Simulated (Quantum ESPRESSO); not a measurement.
Ni:

```
Ni
1.0
    -1.38372    1.38372    1.38372
     1.38372   -1.38372    1.38372
     1.38372    1.38372   -1.38372
Ni
1
Direct
  0.00000 0.00000 0.00000
```

This isn't the form of Ni at room conditions, which is fcc.

Base run:

```yaml
Program: Quantum ESPRESSO 7.5
Functional: PBEsol
Potentials_or_basis: GBRV 1.5 PBEsol
Cutoff: 612 eV
Density_cutoff: 4898 eV
k_mesh: 13 × 13 × 13
Occupations: fermi-dirac, width 0.05 eV
Spin: collinear spin, ferromagnetic start
Starting_moments: "[1.0] μB"
```

Its results: band gap on the k mesh none (metal or under the smearing width); pressure -2.5 GPa; net moment 0.62 μB per cell; site moments Ni +0.65 μB.

Question: The run is repeated on the same cell with these changes: hubbard terms from none to Ni d U = 6 eV. What comes out?

Answer: Band gap on the k mesh none (metal or under the smearing width); pressure -5.6 GPa; net moment 0.63 μB per cell; site moments Ni +0.68 μB.

Caveats: the U is typed as a test and isn't derived for this compound (some runs).

Not every run made on this cell is shown here.
